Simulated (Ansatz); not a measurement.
# Pb (Fd-3m) in Ansatz: notebook

Aim: see how the results for Pb move with the level of theory and the settings. Levels: PBE, PBE+D3(BJ). Tasks: relaxation of cell and atoms.

Everything below comes from runs of Ansatz 0.2.0. Logs are shortened: lines on timing, memory, paths and dates and some standing lists are left out, and cuts for length are marked.

## (1) Starting point

It takes space group Fd-3m (No. 227, cubic). Conventional cell: a = 6.878 Å, b = 6.878 Å, c = 6.878 Å, α = 90.00°, β = 90.00°, γ = 90.00°. Around Pb (site symmetry -43m) lie 4 Pb at 2.98 Å.

This isn't the form of Pb at room conditions, which is fcc.

## (2) Relaxation of cell and atoms, PBE

The input, input.yaml:

```yaml
crystal:
  lattice:
    - [0.0, 3.4390000555, 3.4390000555]
    - [3.4390000555, 0.0, 3.4390000555]
    - [3.4390000555, 3.4390000555, 0.0]
  atoms:
    - { symbol: Pb, position: [0.25, 0.25, 0.25] }
    - { symbol: Pb, position: [0.0, 0.0, 0.0] }
hamiltonian:
  xc: pbe
  pseudopotentials: { kind: paw }
kpoints:
  mp_grid: { grid: [7, 7, 7] }
scf:
  occupations: { method: fermi_dirac, width: 0.05 }
output:
  forces: true
  stress: true
  eigenvalues: true
  write_density: true
  write_potential: true
  elf: true
  volumetric_format: npy
relax:
  f_tol: 0.01
  max_steps: 40
  cell: { stress_tol: 0.05 }
```

Potentials or basis: Ansatz PAW.

On the command line:

```sh
> ansatz run input.yaml --threads 2 --pin off --max-ram 5632MiB --backend cpu --events-out ev --progress --plain --runs-dir out
```

The program printed:

```text
Warning: RAYON_NUM_THREADS=2 ignored (pool sized by the plan → 2); use --threads N
Engine: ansatz 0.2.0, x86_64-unknown-linux-gnu
Pseudopotentials: kind: paw
Pseudopotential: Pb, paw, valence charge 14, recommended cutoff 420 eV (normal), Pb.paw.azcp
Functional definition: PBE
  parameter kappa = 0.804
  parameter beta = 0.06672455060314922
  exchange = pbe_x(kappa = kappa, mu = beta*pi^2/3)
  correlation = pbe_c(beta = beta)
Crystal: 2 atoms, lattice volume = 81.344 Å³
Basis set: ecut = 420 eV, 1639 PW (Γ), exchange–correlation on 72×72×72 points (8 copies of the dense FFT grid, shifted against one another)
Bands: 18, of which v1, the nominal top of the filled ones, is band 14 counted from 1 (13 counted from 0)
Symmetry: 48 space group operations
Space group: Fd-3m (ITA 227), of the structure as read, at distance tolerance 4.3e-5 Å
k-points: 20 of 343
Non-local potential: Pb, projectors of the file, l = 0: 2, l = 1: 2, l = 2: 2, l = 3: 2
PAW form: soft (Blöchl's): semilocal exchange-correlation on the pseudo side does not see the compensation charge
PAW one-centre angular grid: Pb, 590 points (default); XC on 64 Gauss nodes
Initial density: superposition of atomic densities (neutral atoms: chi_scale 0, normalization atom), corrected by the library's trained network
Initial wavefunctions: pseudopotential atomic-orbital guess
Functional: x = pbe(κ = 0.804, μ = 0.2195149727645171), c = pbe(β = 0.06672455060314922)
SCF iter   1: F=—  HF=-23812.266199 eV  |F-HF|=—  |Δ(HF+E_count)|=         —  Δρ=1.01e-3  dr2=7.61e-4  ethr=1.77e-3  ⟨swp⟩=6.2  Hψ=1869  notcnv=0
preconditioner: auto → Kerker (q_TF=auto, 2.284 Å⁻¹)  [metal: Δε(μ)=0.060 eV  Ē_g=16.760 eV  σ=0.050 eV  W_gap=0.29  n_scr=14 (ndim 8)  ℏωp=21.8 eV  f_vac=0.119  D(μ)=0.82/eV (n_scr^D=0)]
SCF iter   2: F=—  HF=-23812.265033 eV  |F-HF|=—  |Δ(HF+E_count)|=   1.17e-3  Δρ=6.28e-4  dr2=4.43e-4  ethr=2.72e-6  ⟨swp⟩=2.4  Hψ=818  notcnv=0
SCF iter   3: F=—  HF=-23812.265373 eV  |F-HF|=—  |Δ(HF+E_count)|=   3.40e-4  Δρ=4.00e-4  dr2=9.67e-5  ethr=1.58e-6  ⟨swp⟩=2.0  Hψ=644  notcnv=0
SCF iter   4: F=—  HF=-23812.265362 eV  |F-HF|=—  |Δ(HF+E_count)|=   1.11e-5  Δρ=2.17e-4  dr2=3.63e-5  ethr=3.45e-7  ⟨swp⟩=2.0  Hψ=616  notcnv=0
SCF iter   5: F=—  HF=-23812.265386 eV  |F-HF|=—  |Δ(HF+E_count)|=   2.47e-5  Δρ=1.02e-4  dr2=9.62e-6  ethr=1.30e-7  ⟨swp⟩=2.0  Hψ=638  notcnv=0
SCF iter   6: F=—  HF=-23812.265391 eV  |F-HF|=—  |Δ(HF+E_count)|=   4.49e-6  Δρ=4.31e-5  dr2=1.53e-6  ethr=3.43e-8  ⟨swp⟩=2.0  Hψ=439  notcnv=0
SCF iter   7: F=-23812.265391 eV  HF=-23812.265391 eV  |F-HF|=4.29e-9  |Δ(HF+E_count)|=   2.12e-8  Δρ=6.51e-6  dr2=2.95e-8  ethr=3.57e-10  ⟨swp⟩=8.3  Hψ=2833  notcnv=0
SCF 1 converged in 7 iterations: F = -23812.265391 eV  dr2 = 2.95e-8
relax step   1: F+E_penalty+E_count = -23812.26539091 eV  Δ(F+E_penalty+E_count) = +0.000e0 eV  max|allowed force component| = 5.782e-18 eV/Å  Δτ_max = 0.0000 Å  P = +2.400 GPa  Ω = 81.344 Å³  (7 SCF iters, dr2 threshold 1.00e-7 eV, accepted)
Crystal: 2 atoms, lattice volume = 88.926 Å³
[... 30 lines left out ...]
SCF iter   4: F=—  HF=-23812.311258 eV  |F-HF|=—  |Δ(HF+E_count)|=   1.14e-7  Δρ=8.97e-7  dr2=2.10e-9  ethr=7.53e-11  ⟨swp⟩=3.0  Hψ=640  notcnv=0
SCF iter   5: F=—  HF=-23812.311258 eV  |F-HF|=—  |Δ(HF+E_count)|=   3.90e-9  Δρ=4.16e-7  dr2=4.53e-10  ethr=7.52e-12  ⟨swp⟩=2.0  Hψ=437  notcnv=0
SCF iter   6: F=-23812.311258 eV  HF=-23812.311258 eV  |F-HF|=1.46e-11  |Δ(HF+E_count)|=  6.69e-10  Δρ=1.51e-7  dr2=1.33e-11  ethr=1.00e-12  ⟨swp⟩=5.5  Hψ=1888  notcnv=0
SCF 4 converged in 6 iterations: F = -23812.311258 eV  dr2 = 1.33e-11
relax step   4: F+E_penalty+E_count = -23812.31125821 eV  Δ(F+E_penalty+E_count) = -6.085e-4 eV  max|allowed force component| = 1.076e-16 eV/Å  Δτ_max = 0.0000 Å  P = -0.041 GPa  Ω = 88.087 Å³  stress off target by 4.07e-2 GPa  SCF on the basis re-selected at this cell (its energy is not comparable with the rows above)  (6 SCF iters)
basis re-selected at this cell: Δ(F+E_penalty+E_count) = -6.085e-4 eV, ΔP = -0.002 GPa vs the last step (what re-selecting the basis moved, of the pressure what is left beyond the Pulay correction that the steps carried, after the strain that the cell walked since its last selection, with what the two solves' SCF thresholds leave and, on support functions, any second-order correction that the steps lacked; it is no measure of the basis error at this ecutwfc). This SCF's stress stands 4.07e-2 GPa from its target on what of the cell is left free (relax.cell.stress_tol is 5.00e-2 GPa) and its largest allowed force component is 1.08e-16 eV/Å (relax.f_tol is 1.00e-2 eV/Å): within both
SCF converged after 6 iterations
Free energy (F): -23812.311258 eV
Harris-Foulkes:  -23812.311258 eV  (|F-HF|=1.46e-11)
Internal energy: -23812.305000 eV  (E = F + TS)
E sigma→0 (E₀):  -23812.308129 eV
Entropy (-TS):   -0.006259 eV (-3.129 meV/atom)
Fermi energy:    6.184476 eV
--- Per-component energies (eV) ---
  E_band       = -202.170317
  E_kinetic    = 578.778014
  E_local      = -2825.341590  (includes V_loc(G=0)·N_el)
  E_nonlocal   = 699.514876
  E_hartree    = 1141.810399
  E_xc         = -439.114570
  E_vxc        = -262.033791  (∫ρ·V_xc dr)
  E_paw        = -20815.429430  (= ΣΔE_a)
  E_vpaw       = -676.708550  (= ΣTr[D̂ρ^β])
  E_aug_tail   = 0.000097  (compensation charges beyond the density's cutoff)
  E_ewald      = -2152.522796
  E_smearing   = -0.006259  (= −TS)
  E_closure    = -0.000000  (closes the sum)
  Σ components = -23812.311258   (vs F -23812.311258, Δ=0.00e0)
--- Forces (eV/Å), atoms counted from 1 ---
  atom   1  Pb    -0.00000000    -0.00000000    -0.00000000
  atom   2  Pb     0.00000000     0.00000000     0.00000000
  max |Σ_I F_I| component: 4.63e-18 eV/Å
--- Stress (GPa, compression-positive) ---
       -0.040745      -0.000000      -0.000000
       -0.000000      -0.040745       0.000000
       -0.000000      -0.000000      -0.040745
  P = ⅓ Tr σ = -0.0407 GPa (-0.407 kbar)
--- Band table (eV; the first three rows and the last of 20) ---
  k-point 0: bands = ["-10.8836", "-10.8836", "-10.8836", "-10.8196", "-10.8196", "-10.4682", "-10.4682", "-10.4682", "-10.4567", "-10.4567", "-4.5048", "1.8624", "6.5457", "6.5457", "6.5457", "8.5258", "8.5258", "8.5258"]
  k-point 1: bands = ["-10.8985", "-10.8985", "-10.8795", "-10.7982", "-10.7982", "-10.4971", "-10.4971", "-10.4771", "-10.4316", "-10.4316", "-4.3488", "1.3633", "6.1966", "6.2583", "6.2583", "8.8698", "8.8916", "8.8916"]
  k-point 2: bands = ["-10.9156", "-10.9156", "-10.8697", "-10.7682", "-10.7682", "-10.5235", "-10.5235", "-10.4975", "-10.4121", "-10.4121", "-3.9175", "0.2885", "5.6046", "5.8155", "5.8155", "9.4023", "9.4023", "10.1915"]
  k-point 19: bands = ["-10.9648", "-10.9507", "-10.7718", "-10.6956", "-10.6687", "-10.6337", "-10.6250", "-10.5681", "-10.3689", "-10.3546", "-2.4568", "-1.7365", "3.7822", "4.4140", "7.9023", "9.2188", "10.4510", "10.7338"]
--- Relaxed structure (3 steps of the walk, 3 accepted, 1 SCFs on fresh bases) ---
  F+E_penalty+E_count = -23812.31125821 eV   max|allowed force component| = 1.076e-16 eV/Å   (the final SCF, on the basis selected at the relaxed cell)
  cell:  # Å, volume = 88.0871 Å³
    - [-5.859677837829928e-34, 3.5315130040849128, 3.5315130040849128]
    - [3.5315130040849128, 1.7833802115134549e-34, 3.5315130040849128]
    - [3.5315130040849128, 3.5315130040849128, 4.58583482960603e-34]
  atoms:
    - { symbol: Pb, position: [0.24999999999999997, 0.24999999999999997, 0.24999999999999997] }
    - { symbol: Pb, position: [8.411330188486775e-35, -5.611199462540592e-35, -9.322831075839048e-35] }
```

v_z.tsv:

```text
# z_ang	v_es[eV]	v_tot[eV]
# format = ansatz-planar-average/11
# xc	pbe
# density_cutoff_ev	1680
# datasets	Pb=:simpson_from_first_knot:soft
# lattice	-0.000000000	3.531513004	3.531513004
# lattice	3.531513004	0.000000000	3.531513004
# lattice	3.531513004	3.531513004	0.000000000
# sites	2
# site	82	1.765756502	1.765756502	1.765756502
# site	82	-0.000000000	-0.000000000	0.000000000
0.000000	5.682456e-1	-9.575485e0
0.138731	-2.039100e-1	-1.061245e1
0.277462	-1.104330e0	-1.170721e1
0.416193	-1.899464e0	-1.263117e1
0.554924	-2.360261e0	-1.315932e1
0.693655	-2.360261e0	-1.315932e1
[... 28 lines left out ...]
4.716852	1.601005e0	-7.817769e0
4.855583	1.128921e0	-8.684397e0
```

Wall time 4.2 s (2 threads of AMD EPYC 7R43 (Zen 3), shared host); peak memory 0.42 GiB.

What came out:

* Free energy: -23812.3113 eV
* Relaxed volume: 44.04 Å³/atom
* Relaxed cell: a = 4.994 Å, b = 4.994 Å, c = 4.994 Å, α = 60.00°, β = 60.00°, γ = 60.00°
* Space group after relaxing (to 0.05 Å): Fd-3m (No. 227)
* Energy gained by relaxing: 22.9 meV/atom
* Ionic steps: 4
* Pressure after relaxing: 0.0 GPa
* Band gap on the k mesh: none (metal or under the smearing width)

Step by step:
```tsv
step	energy change (eV)	largest force (eV/Å)	volume (Å³)
1	0.0000	0.0000	81.34
2	-0.0444	0.0000	88.93
3	-0.0453	0.0000	88.09
4	-0.0459	0.0000	88.09
```

Final structure:
```yaml
crystal:
  lattice:
    - [0.00000, 3.53151, 3.53151]
    - [3.53151, 0.00000, 3.53151]
    - [3.53151, 3.53151, 0.00000]
  atoms:
    - { symbol: Pb, position: [0.25000, 0.25000, 0.25000] }
    - { symbol: Pb, position: [0.00000, 0.00000, 0.00000] }
```

Caveat: the plane-wave basis is chosen anew once the cell has moved, so the energies of steps on either side of that aren't comparable.

## (3) Relaxation of cell and atoms, PBE+D3(BJ)

Changes to input.yaml since step 2:

```diff
@@ -11,2 +11,3 @@
   pseudopotentials: { kind: paw }
+  dispersion: d3bj
 kpoints:
@@ -19,6 +20,2 @@
   eigenvalues: true
-  write_density: true
-  write_potential: true
-  elf: true
-  volumetric_format: npy
 relax:
```

Potentials or basis: Ansatz PAW.

On the command line:

```sh
> ansatz run input.yaml --threads 2 --pin off --max-ram 5632MiB --backend cpu --events-out ev --progress --plain --runs-dir out
```

It took 4 s on 2 threads of AMD EPYC 7R43 (Zen 3), shared host; peak memory 0.41 GiB.

Results (log left out):

| Quantity | Value |
| --- | --- |
| Free energy | -23812.8903 eV |
| Relaxed volume | 42.23 Å³/atom |
| Relaxed cell | a = 4.925 Å, b = 4.925 Å, c = 4.925 Å, α = 60.00°, β = 60.00°, γ = 60.00° |
| Space group after relaxing (to 0.05 Å) | Fd-3m (No. 227) |
| Energy gained by relaxing | 5.1 meV/atom |
| Ionic steps | 4 |
| Pressure after relaxing | 0.0 GPa |
| Band gap on the k mesh | none (metal or under the smearing width) |

Step by step:
```
step  energy change (eV)  largest force (eV/Å)  volume (Å³)
   1              0.0000                0.0000        81.34
   2             -0.0098                0.0000        84.79
   3             -0.0099                0.0000        84.46
   4             -0.0102                0.0000        84.46
```

Final structure:
```cif
data_structure
_symmetry_space_group_name_H-M 'P 1'
_symmetry_Int_Tables_number 1
_cell_length_a 4.9249
_cell_length_b 4.9249
_cell_length_c 4.9249
_cell_angle_alpha 60.000
_cell_angle_beta 60.000
_cell_angle_gamma 60.000
_cell_volume 84.46
loop_
_atom_site_label
_atom_site_type_symbol
_atom_site_fract_x
_atom_site_fract_y
_atom_site_fract_z
_atom_site_occupancy
Pb1 Pb 0.25000 0.25000 0.25000 1
Pb2 Pb 0.00000 0.00000 0.00000 1
```

Levels at points of the mesh, in eV from the Fermi level:
```
           k point  band 12  band 13  band 14  band 15  band 16  band 17
(0.00, 0.00, 0.00)    -4.10     0.38     0.38     0.38     2.38     2.38
```

Caveat: the plane-wave basis is chosen anew once the cell has moved, so the energies of steps on either side of that aren't comparable; pairwise dispersion overbinds metals, which lowers pressure and volume. The run has no spin-orbit coupling, so splittings on Pb are missing.
